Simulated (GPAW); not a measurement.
# Cs2AgBiBr6 (Fm-3m) in GPAW: phonons with PBE

Aim: the phonons of Cs2AgBiBr6 with PBE.

Everything below comes from runs of GPAW 26.7.0. Logs are shortened: lines on timing, memory, paths and dates and some standing lists are left out, and cuts for length are marked. The log counts tension as positive stress, the text compression.

### Step 1. The structure

The structure is cubic, space group Fm-3m (No. 225). Conventional cell: a = 11.232 Å, b = 11.232 Å, c = 11.232 Å, α = 90.00°, β = 90.00°, γ = 90.00°. Bi (site symmetry m-3m) has 6 Br at 2.81 Å as nearest neighbours. Cs (site symmetry -43m) has 12 Br at 3.97 Å as nearest neighbours. Around Ag (site symmetry m-3m) lie 6 Br at 2.80 Å. Br (site symmetry 4mm) has 1 Ag at 2.80 Å and 1 Bi at 2.81 Å as nearest neighbours.

### Step 2. Phonons, PBE

run.py

```python
import json
import numpy as np
from ase import Atoms
from ase.constraints import FixSymmetry
from ase.io import read, write
from ase.optimize import BFGS
from phonopy import Phonopy
from phonopy.structure.atoms import PhonopyAtoms
from gpaw import GPAW, PW

atoms = read('POSCAR')

calc = GPAW(mode=PW(510),
            xc='PBE',
            kpts={'size': (3, 3, 3), 'gamma': True},
            occupations={'name': 'fermi-dirac', 'width': 0.05},
            nbands=73,
            convergence={'density': 1e-06, 'eigenstates': 1e-09},
            maxiter=150,
            txt='gpaw.txt')
atoms.calc = calc
atoms.set_constraint(FixSymmetry(atoms))
BFGS(atoms, trajectory='relax.traj', logfile='-').run(fmax=0.005, steps=40)
atoms.set_constraint()
energy = atoms.get_potential_energy()
forces = atoms.get_forces()
stress = atoms.get_stress()
calc.write('gs.gpw')
write('result.traj', atoms)
print('Cell:', atoms.cell.cellpar().round(4))
print(atoms.get_scaled_positions().round(5))

def force_constants(scale):
    unit = PhonopyAtoms(symbols=atoms.get_chemical_symbols(), cell=atoms.cell[:] * scale**(1 / 3),
                        scaled_positions=atoms.get_scaled_positions())
    ph = Phonopy(unit, supercell_matrix=np.diag([1, 1, 1]), primitive_matrix=np.eye(3), symprec=1e-4)
    ph.generate_displacements(distance=0.01)
    forces = []
    for i, sc in enumerate(ph.supercells_with_displacements):
        a = Atoms(sc.symbols, cell=sc.cell, scaled_positions=sc.scaled_positions, pbc=True)
        c = GPAW(mode=PW(510),
                 xc='PBE',
                 kpts={'size': (3, 3, 3), 'gamma': True},
                 occupations={'name': 'fermi-dirac', 'width': 0.05},
                 nbands=73,
                 convergence={'density': 1e-06, 'eigenstates': 1e-09},
                 maxiter=150,
                 txt=f'disp-{scale:.3f}-{i:02d}.txt')
        a.calc = c
        f = a.get_forces()
        forces.append(f - f.mean(axis=0))
        print(f'displacement {i}: drift', f.mean(axis=0).round(5), flush=True)
    ph.forces = forces
    ph.produce_force_constants()
    ph.symmetrize_force_constants()
    return ph

qpoints = [[0.0, 0.0, 0.0]]
results = {}
for scale in [1.0]:
    ph = force_constants(scale)
    ph.run_qpoints(qpoints)
    nu = ph.qpoints.frequencies * 33.35641  # THz to cm^-1
    results[f'{scale:.3f}'] = nu.tolist()
    for qp, f in zip(qpoints, nu):
        print(scale, np.round(qp, 4), f.round(2))
json.dump(results, open('phonons.json', 'w'))
```

POSCAR

```
Cs2AgBiBr6
1.0
    0.0000000000      5.6161000000      5.6161000000
    5.6161000000      0.0000000000      5.6161000000
    5.6161000000      5.6161000000      0.0000000000
Bi Cs Ag Br
1 2 1 6
Direct
    0.0000000000      0.0000000000      0.0000000000
    0.7500000000      0.7500000000      0.7500000000
    0.2500000000      0.2500000000      0.2500000000
    0.5000000000      0.5000000000      0.5000000000
    0.7494500000      0.7494500000      0.2505500000
    0.2505500000      0.2505500000      0.7494500000
    0.7494500000      0.2505500000      0.2505500000
    0.7494500000      0.2505500000      0.7494500000
    0.2505500000      0.7494500000      0.7494500000
    0.2505500000      0.7494500000      0.2505500000
```

Potentials or basis: GPAW PAW data sets (gpaw-data 1.2.1), pw.

Run with:

```
OMP_NUM_THREADS=1 python run.py
```

gpaw.txt:

```text
__  _  _
 | _ |_)|_||  |
 |__||  | ||/\| - 26.7.0

Input parameters:
  mode=PW(ecut=510.0),
  convergence={'density': 1e-06, 'eigenstates': 1e-09},
  kpts=MonkhorstPack(size=(3, 3, 3), gamma=True),
  maxiter=150,
  nbands=73,
  occupations=Occupations(name='fermi-dirac', width=0.05),
  xc=XC(name='PBE')

Diagonalizing LCAO Hamiltonian
Converting LCAO to pw mode

                                  Cs

                         Br
                           Br

                  Br     Ag     Br

                       Br
                         Br
[... 19 lines left out ...]
Unit cell  # Å
| periodic |        x |        y |        z |  lengths |    angles |
|----------|----------|----------|----------|----------|-----------|
|      yes | 0.000000 | 5.616100 | 5.616100 | 7.942365 | 60.000000 |
|      yes | 5.616100 | 0.000000 | 5.616100 | 7.942365 | 60.000000 |
|      yes | 5.616100 | 5.616100 | 0.000000 | 7.942365 | 60.000000 |

Number of symmetries: 48
Symmetry operations  # r_c * U_cc + t_c -> r_c
|    | kind |            matrix            |
|----|------|------------------------------|
|  0 |  σ   |  1, 0, 0,  1, 0,-1,  1,-1, 0 |
|  1 |  C2  |  1, 0, 0,  1,-1, 0,  1, 0,-1 |
|  2 |  E   |  1, 0, 0,  0, 1, 0,  0, 0, 1 |
|  3 |  σ   |  1, 0, 0,  0, 0, 1,  0, 1, 0 |
|  4 |  C4  |  1, 0,-1,  1, 0, 0,  1,-1, 0 |
|  5 |  S6  |  1, 0,-1,  1,-1, 0,  1, 0, 0 |
|  6 |  σ   |  1, 0,-1,  0, 1,-1,  0, 0,-1 |
|  7 |  C3  |  1, 0,-1,  0, 0,-1,  0, 1,-1 |
|  8 |  S6  |  1,-1, 0,  1, 0, 0,  1, 0,-1 |
|  9 |  C4  |  1,-1, 0,  1, 0,-1,  1, 0, 0 |
| 10 |  C3  |  1,-1, 0,  0,-1, 1,  0,-1, 0 |
| 11 |  σ   |  1,-1, 0,  0,-1, 0,  0,-1, 1 |
| 12 |  σ   |  0, 1, 0,  1, 0, 0,  0, 0, 1 |
| 13 |  C4  |  0, 1, 0,  0, 1,-1, -1, 1, 0 |
| 14 |  C3  |  0, 1, 0,  0, 0, 1,  1, 0, 0 |
| 15 |  S6  |  0, 1, 0, -1, 1, 0,  0, 1,-1 |
| 16 |  C2  |  0, 1,-1,  1, 0,-1,  0, 0,-1 |
| 17 |  σ   |  0, 1,-1,  0, 1, 0, -1, 1, 0 |
| 18 |  S4  |  0, 1,-1,  0, 0,-1,  1, 0,-1 |
| 19 |  C4  |  0, 1,-1, -1, 1, 0,  0, 1, 0 |
| 20 |  C3  |  0, 0, 1,  1, 0, 0,  0, 1, 0 |
| 21 |  σ   |  0, 0, 1,  0, 1, 0,  1, 0, 0 |
| 22 |  S6  |  0, 0, 1,  0,-1, 1, -1, 0, 1 |
| 23 |  C4  |  0, 0, 1, -1, 0, 1,  0,-1, 1 |
| 24 |  S4  |  0, 0,-1,  1, 0,-1,  0, 1,-1 |
| 25 |  C3  |  0, 0,-1,  0, 1,-1,  1, 0,-1 |
| 26 |  C2  |  0, 0,-1,  0,-1, 0, -1, 0, 0 |
| 27 |  S6  |  0, 0,-1, -1, 0, 0,  0,-1, 0 |
| 28 |  S4  |  0,-1, 1,  1,-1, 0,  0,-1, 0 |
| 29 |  C4  |  0,-1, 1,  0, 0, 1, -1, 0, 1 |
| 30 |  C2  |  0,-1, 1,  0,-1, 0,  1,-1, 0 |
| 31 |  σ   |  0,-1, 1, -1, 0, 1,  0, 0, 1 |
| 32 |  C3  |  0,-1, 0,  1,-1, 0,  0,-1, 1 |
| 33 |  S6  |  0,-1, 0,  0, 0,-1, -1, 0, 0 |
| 34 |  S4  |  0,-1, 0,  0,-1, 1,  1,-1, 0 |
| 35 |  C2  |  0,-1, 0, -1, 0, 0,  0, 0,-1 |
| 36 |  C2  | -1, 1, 0,  0, 1, 0,  0, 1,-1 |
| 37 |  S6  | -1, 1, 0,  0, 1,-1,  0, 1, 0 |
| 38 |  S4  | -1, 1, 0, -1, 0, 1, -1, 0, 0 |
| 39 |  C3  | -1, 1, 0, -1, 0, 0, -1, 0, 1 |
| 40 |  S6  | -1, 0, 1,  0, 0, 1,  0,-1, 1 |
| 41 |  C2  | -1, 0, 1,  0,-1, 1,  0, 0, 1 |
| 42 |  C3  | -1, 0, 1, -1, 1, 0, -1, 0, 0 |
| 43 |  S4  | -1, 0, 1, -1, 0, 0, -1, 1, 0 |
| 44 |  C2  | -1, 0, 0,  0, 0,-1,  0,-1, 0 |
| 45 |  i   | -1, 0, 0,  0,-1, 0,  0, 0,-1 |
| 46 |  σ   | -1, 0, 0, -1, 1, 0, -1, 0, 1 |
| 47 |  C2  | -1, 0, 0, -1, 0, 1, -1, 1, 0 |

BZ-sampling:
  Number of BZ points: 27
  Number of IBZ points: 4

  Monkhorst-Pack size: [3, 3, 3]
  Monkhorst-Pack shift: [0, 0, 0]

K-points  # in reciprocal-cell coordinates
|   |                                coordinates |     weight |
|---|--------------------------------------------|------------|
| 0 | (  0.00000000,   0.00000000,   0.00000000) | 0.03703704 |
| 1 | (  0.33333333,   0.33333333,  -0.33333333) | 0.44444444 |
| 2 | (  0.33333333,   0.33333333,   0.00000000) | 0.22222222 |
| 3 | (  0.33333333,   0.33333333,   0.33333333) | 0.29629630 |

Plane wave coefficients: 9305
Cutoff: 510.0 eV

Spin-components: 1 (collinear spins)
Bands:           73
Projectors:      52
Spin-degeneracy: 2
Datatype:        complex128

Parallelization:
  kpt:    1
  domain: 1
  band:   1

Density:
  Valence electrons: 92.0
  Components: 1
  Grid points: [42 42 42]
  Charge: 0.0  # |e|

Potential:
  Grid points: [42 42 42]

species:
  Bi:
    name:    Bismuth
    Z:       83.0
    valence: 15
    core:    68
    charge:  0.0  # [|e|]
    compensation charges:
      type: gauss
      rc: 0.38  # [Å]
      lmax: 2
    cutoffs:
      filter: 2.23  # [Å]
      core: 2.33  # [Å]
    projectors
    | kind |    occ | energy [eV] | rcut [Å] |
    |------|--------|-------------|----------|
    |   6s |  2.000 |     -14.385 |    1.286 |
    |   6p |  3.000 |      -4.580 |    1.275 |
    |   5d | 10.000 |     -27.119 |    1.349 |
    |    s |        |      12.827 |    1.286 |
    |    p |        |      22.631 |    1.275 |
    |    d |        |       0.093 |    1.349 |

    Using partial waves for Bi as LCAO basis

  Cs:
    name:    Caesium
    Z:       55.0
    valence: 9
    core:    46
    charge:  0.0  # [|e|]
    compensation charges:
      type: gauss
      rc: 0.33  # [Å]
      lmax: 2
    cutoffs:
      filter: 2.06  # [Å]
      core: 2.51  # [Å]
    projectors
    | kind |    occ | energy [eV] | rcut [Å] |
    |------|--------|-------------|----------|
    |   5s |  2.000 |     -26.706 |    1.164 |
    |   6s |  1.000 |      -2.085 |    1.164 |
    |   5p |  6.000 |     -13.523 |    1.058 |
    |    p |        |      13.688 |    1.058 |
    |    d |        |       0.000 |    1.058 |

    Using partial waves for Cs as LCAO basis

  Ag:
    name:    Silver
    Z:       47.0
    valence: 17
    core:    30
    charge:  0.0  # [|e|]
    compensation charges:
      type: gauss
      rc: 0.40  # [Å]
      lmax: 2
    cutoffs:
      filter: 2.35  # [Å]
      core: 2.19  # [Å]
    projectors
    | kind |    occ | energy [eV] | rcut [Å] |
    |------|--------|-------------|----------|
    |   5s |  1.000 |      -4.401 |    1.286 |
    |   4p |  6.000 |     -58.577 |    1.328 |
    |   5p |  0.000 |      -0.738 |    1.328 |
    |   4d | 10.000 |      -7.446 |    1.180 |
    |    s |        |      22.811 |    1.286 |
    |    d |        |      19.766 |    1.180 |

    Using partial waves for Ag as LCAO basis

  Br:
    name:    Bromine
    Z:       35.0
    valence: 7
    core:    28
    charge:  0.0  # [|e|]
    compensation charges:
      type: gauss
      rc: 0.35  # [Å]
      lmax: 2
    cutoffs:
      filter: 1.98  # [Å]
      core: 2.38  # [Å]
    projectors
    | kind |    occ | energy [eV] | rcut [Å] |
    |------|--------|-------------|----------|
    |   4s |  2.000 |     -20.121 |    1.111 |
    |   4p |  5.000 |      -7.861 |    1.111 |
    |    s |        |       7.091 |    1.111 |
    |    p |        |      19.351 |    1.111 |
    |    d |        |       0.000 |    1.111 |

    Using partial waves for Br as LCAO basis

Reference energy: -1578459.848653  # eV

eigensolver:
  PPCG
  Converge bands: occupied
  niter=2

density mixing:
  MSR1-Mixer
  Pratt-step length: 0.05
  Maximum mixing coefficient: 0.75
  Old densities: 10
  SVD Regularization: 0.005
  Good broyden scale: 1.0
  Trust region scale: 1.0
  Backstep threshold: 4.0
  History deletion threshold: 6.0
  Fourier metric: weight=20.0, sigma=0.015

occupation numbers:
  Fermi-Dirac:
    width: 0.0500  # eV

poisson solver:
  ecut: 4080.0  # eV

xc functional:
  name: PBE with 2 nearest neighbor stencil

convergence criteria:
- Maximum integral of absolute [dens]ity change: 1e-06 electrons / valence electron
- Maximum integral of absolute [eigenst]ate change: 1e-09 eV^2 / valence electron
- Maximum [total energy] change in last 3 cyles: 0.0005 eV / valence electron
maximum number of iterations: 150

SCF iterations
|iter     | |      energy | eigst |  dens |
|---------|-|-------------|-------|-------|
|iter:   1| |  -31.295853 | -0.19 |       |
|iter:   2| |  -31.131772 | -2.03 | -1.33 |
|iter:   3| |  -30.310521 | -1.84 | -1.38 |
|iter:   4| |  -30.200976 | -2.56 | -1.74 |
|iter:   5| |  -30.194504 | -3.35 | -2.10 |
|iter:   6| |  -30.196333c| -4.32 | -2.40 |
|iter:   7| |  -30.196481c| -5.32 | -3.20 |
|iter:   8| |  -30.196512c| -6.27 | -3.66 |
|iter:   9| |  -30.196514c| -7.24 | -4.38 |
|iter:  10| |  -30.196514c| -8.04 | -4.91 |
|iter:  11| |  -30.196514c| -8.94 | -5.68 |
|iter:  12| |  -30.196514c| -9.45c| -5.94 |
|iter:  13| |  -30.196514c|-10.23c| -6.56c|

Converged in 13 steps
Energy contributions relative to reference atoms: (reference = -1578459.848653)

Energy contributions:
  Kinetic:          74.014122
  Coulomb:         -69.939471
  Zero:             -1.692055
  External:          0.000000
  Xc:              -32.579111
  Entropy:          -0.000000
  Spinorbit:         0.000000
  ----------------------------
  Free energy:     -30.196514
  Extrapolated:    -30.196514
[... 84 lines left out ...]
convergence criteria:
- Maximum integral of absolute [dens]ity change: 1e-06 electrons / valence electron
- Maximum integral of absolute [eigenst]ate change: 1e-09 eV^2 / valence electron
- Maximum [total energy] change in last 3 cyles: 0.0005 eV / valence electron
maximum number of iterations: 150

SCF iterations
|iter     | |      energy | eigst |  dens |
|---------|-|-------------|-------|-------|
|iter:   1| |  -30.203209c| -4.65 |       |
|iter:   2| |  -30.203049c| -6.49 | -3.19 |
|iter:   3| |  -30.202781c| -5.43 | -3.27 |
|iter:   4| |  -30.202756c| -6.29 | -3.74 |
|iter:   5| |  -30.202755c| -7.23 | -4.20 |
|iter:   6| |  -30.202755c| -8.58 | -4.57 |
|iter:   7| |  -30.202755c| -9.15c| -5.08 |
|iter:   8| |  -30.202755c| -9.79c| -5.76 |
|iter:   9| |  -30.202755c|-10.10c| -6.12c|

Converged in 9 steps
Energy contributions relative to reference atoms: (reference = -1578459.848653)

Energy contributions:
  Kinetic:          73.562485
  Coulomb:         -69.554119
  Zero:             -1.690393
  External:          0.000000
  Xc:              -32.520727
  Entropy:          -0.000000
  Spinorbit:         0.000000
  ----------------------------
  Free energy:     -30.202755
  Extrapolated:    -30.202755
[... 84 lines left out ...]
convergence criteria:
- Maximum integral of absolute [dens]ity change: 1e-06 electrons / valence electron
- Maximum integral of absolute [eigenst]ate change: 1e-09 eV^2 / valence electron
- Maximum [total energy] change in last 3 cyles: 0.0005 eV / valence electron
maximum number of iterations: 150

SCF iterations
|iter     | |      energy | eigst |  dens |
|---------|-|-------------|-------|-------|
|iter:   1| |  -30.238235c| -3.07 |       |
|iter:   2| |  -30.231880c| -4.87 | -2.39 |
|iter:   3| |  -30.221728c| -3.86 | -2.48 |
|iter:   4| |  -30.220727c| -4.67 | -2.94 |
|iter:   5| |  -30.220670c| -5.61 | -3.40 |
|iter:   6| |  -30.220668c| -7.05 | -3.77 |
|iter:   7| |  -30.220667c| -7.46 | -4.23 |
|iter:   8| |  -30.220667c| -8.87 | -4.96 |
|iter:   9| |  -30.220667c| -9.60c| -5.30 |
|iter:  10| |  -30.220667c| -9.44c| -5.81 |
|iter:  11| |  -30.220667c| -9.90c| -6.36c|

Converged in 11 steps
Energy contributions relative to reference atoms: (reference = -1578459.848653)

Energy contributions:
  Kinetic:          71.043286
  Coulomb:         -67.393219
  Zero:             -1.681127
  External:          0.000000
  Xc:              -32.189607
  Entropy:          -0.000000
  Spinorbit:         0.000000
  ----------------------------
  Free energy:     -30.220667
  Extrapolated:    -30.220667
[... 35 lines left out ...]
Forces  # eV/Ang
|        x |        y |        z |
|----------|----------|----------|
| -0.00000 |  0.00000 |  0.00000 |  # Bi   0
|  0.00000 |  0.00000 |  0.00000 |  # Cs   1
|  0.00000 |  0.00000 |  0.00000 |  # Cs   2
| -0.00000 | -0.00000 | -0.00000 |  # Ag   3
| -0.00000 | -0.00000 | -0.00446 |  # Br   4
|  0.00000 |  0.00000 |  0.00446 |  # Br   5
|  0.00446 |  0.00000 |  0.00000 |  # Br   6
|  0.00000 | -0.00446 |  0.00000 |  # Br   7
| -0.00446 |  0.00000 |  0.00000 |  # Br   8
|  0.00000 |  0.00446 |  0.00000 |  # Br   9

Stress tensor  # eV/Ang^3
|         x |         y |         z |
|-----------|-----------|-----------|
| -0.010255 | -0.000000 | -0.000000 |
| -0.000000 | -0.010255 |  0.000000 |
| -0.000000 |  0.000000 | -0.010255 |

# Writing to gs.gpw (mode='')
```

It took 13 min on 1 thread of AMD EPYC 7R43 (Zen 3), shared host; peak memory 0.9 GiB.

What came out:

```yaml
Free_energy: -30.2207 eV
Pressure_after_relaxing: 1.6 GPa
Largest_force_after_relaxing: 0.004 eV/Å
Band_gap_on_the_k_mesh: 1.83 eV, indirect (least direct gap 2.47 eV)
Highest_phonon_frequency_at_Γ_LO-TO_splitting_left_out: 180 cm⁻¹
Most_unstable_mode: 23i cm⁻¹
```

Forces on the atoms (eV/Å):
```
Bi   0.000  0.000  0.000
Cs   0.000  0.000  0.000
Cs   0.000  0.000  0.000
Ag   0.000  0.000  0.000
Br   0.000  0.000 -0.004
Br   0.000  0.000  0.004
Br   0.004  0.000  0.000
Br   0.000 -0.004  0.000
Br  -0.004  0.000  0.000
Br   0.000  0.004  0.000
```

Final structure:
```
CELL_PARAMETERS angstrom
0.00000 5.61610 5.61610
5.61610 0.00000 5.61610
5.61610 5.61610 0.00000
ATOMIC_POSITIONS crystal
Bi 0.00000 0.00000 0.00000
Cs 0.75000 0.75000 0.75000
Cs 0.25000 0.25000 0.25000
Ag 0.50000 0.50000 0.50000
Br 0.74691 0.74691 0.25309
Br 0.25309 0.25309 0.74691
Br 0.74691 0.25309 0.25309
Br 0.74691 0.25309 0.74691
Br 0.25309 0.74691 0.74691
Br 0.25309 0.74691 0.25309
```

Levels at points of the mesh, in eV from the valence-band top:
| k point | band 42 | band 43 | band 44 | band 45 | band 46 | band 47 | band 48 | band 49 | band 50 | band 51 |
| --- | --- | --- | --- | --- | --- | --- | --- | --- | --- | --- |
| (0.00, 0.00, 0.00) | -0.87 | -0.87 | -0.87 | -0.26 | -0.26 | 2.56 | 2.56 | 2.56 | 4.00 | 4.87 |

Phonon frequencies in cm⁻¹ (negative: imaginary):
```csv
q point,frequencies
"(0.000, 0.000, 0.000)",-23 -23 -23 0 0 0 36 36 36 36 36 36 39 39 39 50 50 50 67 67 67 103 103 103 138 138 151 151 151 180
```

Caveat: the cutoff is short for stress and forces, so pressures can be off by a GPa or more; some modes are imaginary; the LO-TO splitting is left out; spin-orbit coupling is left out, which as a rule narrows the gap of such compounds by several tenths of an eV; an odd mesh through Γ misses points on the zone boundary, where band edges often lie. PBE gaps usually lie below the measured ones, often by a third to a half.
